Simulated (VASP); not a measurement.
These are PBEsol GGA, VASP's PBE PAW potentials (set 64) (plane waves; VASP) values and carry that method's errors.

The input files of a VASP run:

### POSCAR
```
CsI
1
    4.5169110983    -0.0000000000    -0.0000000000
   -0.0000000000     4.5169110983     0.0000000000
    0.0000000000    -0.0000000000     4.5169110983
Cs I
1 1
Direct
  0.0000000000   0.0000000000   0.0000000000
  0.5000000000   0.5000000000   0.5000000000
```

**INCAR**
```
SIGMA=0.05   ! width (eV)
GGA=PS   ! PBEsol
ALGO=Normal
LASPH=.True.
LWAVE=.False.
ISIF=3   ! ions, shape and volume
NELM=100   ! most electronic steps
SYSTEM=CsI
LMAXMIX=4   ! l cut-off of mixed one-centre charges
ENCUT=400   ! plane-wave cut-off (eV)
EDIFF=1E-6
ISMEAR=0   ! Gaussian
IBRION=2   ! conjugate gradients
LREAL=.False.
PREC=Accurate
EDIFFG=-0.01   ! ionic stop
LCHARG=.False.
NSW=60   ! most ionic steps
```

KPOINTS:
```
Automatic mesh
0
Gamma
5 5 5
0 0 0
```

POTCAR, in this order: Cs_sv I (PBE.64 set). Program: vasp_std.

The run wrote:

OUTCAR:
```
 ion  position               nearest neighbor table
   1  0.000  0.000  0.000-
   2  0.500  0.500  0.500-
  LATTYP: Found a simple cubic cell.
 ALAT       =     4.5169110983
 Subroutine PRICEL returns:
 Original cell was already a primitive cell.
 Subroutine GETGRP returns: Found 48 space group operations
The static configuration has the point symmetry O_h .
The dynamic configuration has the point symmetry O_h .
 Subroutine INISYM returns: Found 48 space group operations
 Subroutine IBZKPT returns following result:
 Found     10 irreducible k-points:

 Following reciprocal coordinates:
            Coordinates               Weight
  0.000000  0.000000  0.000000      1.000000
  0.200000  0.000000  0.000000      6.000000
  0.400000  0.000000  0.000000      6.000000
  0.200000  0.200000  0.000000     12.000000
  0.400000  0.200000  0.000000     24.000000
  0.400000  0.400000  0.000000     12.000000
  0.200000  0.200000  0.200000      8.000000
  0.400000  0.200000  0.200000     24.000000
  0.400000  0.400000  0.200000     24.000000
...
```

**OSZICAR**
```
       N       E                     dE             d eps       ncg     rms          rms(c)
DAV:   1     0.858006281939E+02    0.85801E+02   -0.55234E+03   240   0.914E+02
DAV:   2     0.938774425688E+00   -0.84862E+02   -0.79669E+02   372   0.156E+02
DAV:   3    -0.581013731517E+01   -0.67489E+01   -0.67288E+01   296   0.511E+01
DAV:   4    -0.590441034434E+01   -0.94273E-01   -0.94263E-01   284   0.745E+00
DAV:   5    -0.590551816775E+01   -0.11078E-02   -0.11076E-02   304   0.851E-01    0.141E+00
DAV:   6    -0.579633653534E+01    0.10918E+00   -0.14567E-01   260   0.186E+00    0.102E+00
DAV:   7    -0.577226968361E+01    0.24067E-01   -0.11426E-01   276   0.168E+00    0.489E-01
DAV:   8    -0.577414032674E+01   -0.18706E-02   -0.76619E-03   248   0.564E-01    0.839E-02
DAV:   9    -0.577437274052E+01   -0.23241E-03   -0.55739E-04   288   0.163E-01    0.594E-02
DAV:  10    -0.577444076905E+01   -0.68029E-04   -0.11019E-04   280   0.643E-02    0.122E-02
DAV:  11    -0.577444021817E+01    0.55088E-06   -0.30788E-05   280   0.292E-02    0.421E-03
DAV:  12    -0.577444040106E+01   -0.18289E-06   -0.27918E-06   276   0.110E-02
   1 F= -.57744404E+01 E0= -.57744404E+01  d E =-.577444E+01
       N       E                     dE             d eps       ncg     rms          rms(c)
DAV:   1    -0.577467056334E+01   -0.23035E-03   -0.38041E-03   244   0.357E-01    0.653E-02
DAV:   2    -0.577450924893E+01    0.16131E-03   -0.21742E-04   244   0.870E-02    0.276E-02
DAV:   3    -0.577446465814E+01    0.44591E-04   -0.14160E-04   244   0.659E-02    0.160E-02
DAV:   4    -0.577446486142E+01   -0.20328E-06   -0.15581E-06   248   0.889E-03
   2 F= -.57744649E+01 E0= -.57744649E+01  d E =-.244604E-04
```

### OUTCAR
```
------------------------ aborting loop because EDIFF is reached ----------------------------------------
  FORCE on cell =-STRESS in cart. coord.  units (eV):
  Direction    XX          YY          ZZ          XY          YZ          ZX
  --------------------------------------------------------------------------------------
  Total       -0.0165446     -0.0165446     -0.0165446      0.0000000      0.0000000     -0.0000000
  in kB       -0.2880762     -0.2880762     -0.2880762      0.0000000      0.0000000     -0.0000000
  external PRESSURE =      -0.2880762 kB  Pullay stress =       0.0000000 kB
  volume of cell :       92.02
      direct lattice vectors                 reciprocal lattice vectors
     4.514608457  0.000000000 -0.000000000     0.221503151  0.000000000 -0.000000000
    -0.000000000  4.514608457  0.000000000    -0.000000000  0.221503151  0.000000000
     0.000000000  0.000000000  4.514608457     0.000000000 -0.000000000  0.221503151
 POSITION                                       TOTAL-FORCE (eV/Angst)
 -----------------------------------------------------------------------------------
      0.00000      0.00000      0.00000        -0.000000      0.000000      0.000000
      2.25730      2.25730      2.25730         0.000000      0.000000      0.000000
 -----------------------------------------------------------------------------------
    total drift:                               -0.000000     -0.000000     -0.000000
  FREE ENERGIE OF THE ION-ELECTRON SYSTEM (eV)
  ---------------------------------------------------
  free  energy   TOTEN  =        -5.7744648614 eV

  energy  without entropy=       -5.7744648614  energy(sigma->0) =       -5.77446486

 reached required accuracy - stopping structural energy minimisation
```
(Selected blocks of OUTCAR.)

### CONTCAR
```
CsI
   1.00000000000000
     4.5146084573124439    0.0000000000000000   -0.0000000000000000
    -0.0000000000000000    4.5146084573124439    0.0000000000000000
     0.0000000000000000    0.0000000000000000    4.5146084573124439
  Cs              I
     1     1
Direct
     0.0000000000000000    0.0000000000000000    0.0000000000000000
     0.5000000000000000    0.5000000000000000    0.5000000000000000
```

The structure was generated: CsI was put into the CsCl type type (Pm-3m), which need not be its known phase. This run relaxes it. Symmetry was kept, so distortions that lower it aren't found. The start is the result of an earlier pass.
